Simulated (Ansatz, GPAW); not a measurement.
# Which magnetic ion is it?

A crystal has the composition K2MSe2, where M is a 3d element. A calculation (PBE+U, spin-orbit coupling in second variation, Ansatz) gives:

- S: 5/2
- g, averaged over the cell's ions: ⊥ 2.0055, ∥ 2.0051
- D, with anisotropic exchange: +0.173 cm⁻¹ (+5.18 GHz)
- E: +260 MHz
- moment in its sphere: 4.38 μB

Q: Name the magnetic ion and its oxidation state.

The crystal is K2MnSe2, space group Ibam. The spin sits on Mn, with 4 Se at 2.56 Å round it. With the usual charges of the other elements M must be +2. The high-spin ion of that charge with S = 5/2 in this row is Mn²⁺ high-spin d⁵. Low-spin ions are left aside. The shift from the free-electron value is small, as for a half-filled shell without orbital momentum.

[Hosts, paths, dates, database ids (printed as entryN), source tags and the programs' standing remarks are cut or masked in the printed files.]
